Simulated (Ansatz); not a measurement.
Abstraction of Cl: C4H9Cl + GeH3 → C4H9 + GeH3Cl

Species: C4H9Cl (1-chlorobutane) `CCCCCl`, singlet; GeH3 `[GeH3]`, doublet; C4H9 (1-butyl radical) `[CH2]CCC`, doublet; GeH3Cl (chlorogermane) `[Cl][GeH3]`, singlet. A radical takes Cl: the energy is the difference in strength between the C–Cl bond broken and the Ge–Cl bond made.

Shapes, held fixed at every level: PBE0-D4/def2-TZVP. Flexible molecules stand in one conformer, not always the lowest. Programs: Ansatz 0.2.0. The zero-point and thermal change to 298 K, harmonic and unscaled (PBE0-D4/def2-TZVP), is -6.2 kJ/mol.

```json
{"level": "MP2/def2-TZVPP", "kind": "perturbation theory", "ΔH(298 K) (kJ/mol)": "-47.6", "less CCSD/def2-SVP": "+1.9"}
{"level": "HF/def2-TZVPP", "kind": "Hartree–Fock", "ΔH(298 K) (kJ/mol)": "-88.5", "less CCSD/def2-SVP": "-39.0"}
{"level": "SPW92/def2-TZVPP", "kind": "LDA", "ΔH(298 K) (kJ/mol)": "-30.0", "less CCSD/def2-SVP": "+19.5"}
{"level": "B3LYP-D4/def2-TZVPP", "kind": "global hybrid", "ΔH(298 K) (kJ/mol)": "-55.5", "less CCSD/def2-SVP": "-6.0"}
{"level": "r2SCAN0-D4/def2-TZVPP", "kind": "global hybrid", "ΔH(298 K) (kJ/mol)": "-64.3", "less CCSD/def2-SVP": "-14.8"}
{"level": "wB97M-V/def2-TZVPP", "kind": "range-separated hybrid", "ΔH(298 K) (kJ/mol)": "-48.8", "less CCSD/def2-SVP": "+0.7"}
{"level": "B2PLYP/def2-TZVPP", "kind": "double hybrid", "ΔH(298 K) (kJ/mol)": "-57.5", "less CCSD/def2-SVP": "-8.0"}
{"level": "CCSD/def2-SVP", "kind": "coupled cluster or CI", "ΔH(298 K) (kJ/mol)": "-49.5", "less CCSD/def2-SVP": "0.0"}
```

The highest level, CCSD/def2-SVP, gives ΔH(298 K) = -49.5 kJ/mol; the levels span -88.5 to -30.0. The column of differences is taken from that level and isn't an error. No measured value is set beside it here. Open shells run unrestricted. Relativity is left out for Ge. Outer-core shells of Ge are correlated in most correlated rows, in sets that cover them unevenly.

Chlorine transfer from 1-chlorobutane to the germyl radical is exothermic at every level, so the Ge–Cl bond formed is stronger than the C–Cl bond broken. The main reason is bond polarity: germanium is less electronegative than carbon, which gives its bond to chlorine a larger ionic contribution. The longer Ge–Cl bond also eases repulsion between the chlorine lone pairs and the neighbouring bonds. This preference fits the familiar role of germyl radicals as halogen abstractors in radical dehalogenation.

The sign is secure, but the size is less so. Hartree–Fock gives -88.5 kJ/mol and LDA -30.0 kJ/mol, probably because electron correlation contributes more to the compact C–Cl bond than to the longer Ge–Cl bond, and the two methods err in opposite directions on it. MP2 and wB97M-V lie close to CCSD, but this agreement doesn't establish their accuracy, since the coupled-cluster value comes from a smaller basis with limited flexibility for describing a polar bond to chlorine.
